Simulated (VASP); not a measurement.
AlP:

```
Al P
1.0
     0.00000    2.73648    2.73648
     2.73648    0.00000    2.73648
     2.73648    2.73648    0.00000
Al P
1 1
Direct
  0.00000 0.00000 0.00000
  0.25000 0.25000 0.25000
```

The cell is a database's computed one.

- Program: VASP 6.6.1
- Task: relaxation of cell and atoms
- Functional: RPBE
- Potentials or basis: VASP PAW PBE potentials, release 64 (Al, P)
- Cutoff: 600 eV
- k mesh: 8 × 8 × 8
- Occupations: gaussian, width 0.02 eV
- Spin: no spin polarisation

At the start: pressure 3.1 GPa; volume 20.49 Å³/atom.

Task: Where does the relaxation end?

Result: Over 3 steps the energy falls by 6.9 meV/atom and the volume is 21.24 Å³/atom (+3.6 %); space group F-43m (No. 216, to 0.05 Å).

The path:
```
step  energy change (eV)  largest force (eV/Å)  pressure (GPa)  volume (Å³)
   1              0.0000                0.0000            3.06        40.98
   2             -0.0096                0.0000           -1.54        43.35
   3             -0.0138                0.0000            0.00        42.48
```

Final structure:
```
CELL_PARAMETERS angstrom
0.00000 2.76936 2.76936
2.76936 0.00000 2.76936
2.76936 2.76936 0.00000
ATOMIC_POSITIONS crystal
Al 0.00000 0.00000 0.00000
P 0.25000 0.25000 0.25000
```

Caveat: the PAW data sets were made with another functional, which shifts forces and pressure a little.
